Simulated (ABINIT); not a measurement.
Si:

```xyz
2
Lattice="0.0000 2.7219 2.7219 2.7219 0.0000 2.7219 2.7219 2.7219 0.0000" Properties=species:S:1:pos:R:3 pbc="T T T"
Si    2.7219    2.7219    2.7219
Si    4.0828    4.0828    4.0828
```

Program: ABINIT 10.8.3 (patched build). Alike in all runs: no spin polarisation; cell as given; smearing fermi-dirac 0.05 eV. Hardware: 1 thread of Arm Neoverse V1 (shared host).

Problem. Order these runs on this cell by their wall time, lowest first.
A. task single point; level r2SCAN; potentials or basis JTH PAW PBE v2.0; k mesh 6 × 6 × 6; cutoff (eV) 490; fine-grid cutoff 979.61 eV
B. task single point; level LDA; potentials or basis JTH PAW LDA v2.0; k mesh 10 × 10 × 10; cutoff (eV) 408; fine-grid cutoff 816.342 eV
C. task band structure; level LDA; potentials or basis PseudoDojo NC SR LDA v0.4 stringent; k mesh 8 × 8 × 8; cutoff (eV) 435
D. task band structure; level PBE; potentials or basis JTH PAW PBE v2.0; k mesh 8 × 8 × 8; cutoff (eV) 408; fine-grid cutoff 816.342 eV

Solution. B (8.1 s), C (20 s), D (42 s), A (160 s).
